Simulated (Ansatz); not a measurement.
## SiGe: relaxation of cell and atoms with PBEsol

The system is SiGe.

```
Ge Si
1.0
     3.90445    0.00000    0.00000
    -1.95223    3.38135    0.00000
     0.00000    0.00000    6.45078
Ge Si
2 2
Direct
  0.33333 0.66667 0.00039
  0.66667 0.33333 0.50039
  0.33333 0.66667 0.37461
  0.66667 0.33333 0.87461
```

The cell comes from a database or a generator and needn't be the stable form of this composition.

```yaml
Program: Ansatz 0.2.0
Task: relaxation of cell and atoms
Functional: PBEsol
Potentials_or_basis: Ansatz PAW
Cutoff: "420 eV (not typed: the program's choice for these potentials)"
k_mesh: 8 × 8 × 4
Occupations: fermi-dirac, width 0.05 eV
Spin: no spin polarisation
Target_pressure: 10 GPa
Target_pressure_GPa: 10
```

The relaxed volume is 19.22 Å³/atom and the relaxed cell is a = 3.772 Å, b = 3.772 Å, c = 6.240 Å, α = 90.00°, β = 90.00°, γ = 120.00°. The space group after relaxing (to 0.05 Å) is P6_3mc (No. 186) and the energy change on relaxing (the enthalpy is what falls) is +56.9 meV/atom. The ionic steps are 5 and the pressure after relaxing is 10.0 GPa. The band gap on the k mesh is 0.16 eV, indirect (least direct gap 0.69 eV).

Step by step:
```tsv
step	energy change (eV)	largest force (eV/Å)	volume (Å³)
1	0.0000	0.0105	85.17
2	0.2398	0.0114	76.69
3	0.2247	0.0019	76.93
4	0.2266	0.0005	76.90
5	0.2278	0.0005	76.90
```

Final structure:
```cif
data_structure
_symmetry_space_group_name_H-M 'P 1'
_symmetry_Int_Tables_number 1
_cell_length_a 3.7722
_cell_length_b 3.7722
_cell_length_c 6.2400
_cell_angle_alpha 90.000
_cell_angle_beta 90.000
_cell_angle_gamma 120.000
_cell_volume 76.90
loop_
_atom_site_label
_atom_site_type_symbol
_atom_site_fract_x
_atom_site_fract_y
_atom_site_fract_z
_atom_site_occupancy
Ge1 Ge 0.33333 0.66667 0.00082 1
Ge2 Ge 0.66667 0.33333 0.50082 1
Si1 Si 0.33333 0.66667 0.37418 1
Si2 Si 0.66667 0.33333 0.87418 1
```

Levels at points of the mesh, in eV from the valence-band top:
```tsv
k point	band 16	band 17	band 18	band 19	band 20	band 21
(0.00, 0.00, 0.00)	-0.41	0.00	0.00	0.69	1.96	1.96
(0.00, 0.00, -0.50)	-1.09	-1.09	-1.09	1.52	1.52	3.08
(0.00, -0.50, 0.00)	-3.54	-3.47	-1.70	0.16	2.15	3.10
(0.00, -0.50, -0.50)	-2.89	-2.82	-2.82	0.61	0.61	1.60
```

It took 14 s on 2 threads of Arm Neoverse V2, on a shared host, peak memory 0.35 GiB.

Caveat: the plane-wave basis is chosen anew once the cell has moved, so the energies of steps on either side of that aren't comparable; the PAW data sets come from PBE, with cores solved anew for the run's functional, which leaves a small shift of forces and pressure. PBEsol gaps usually lie below the measured ones, often by a third to a half.
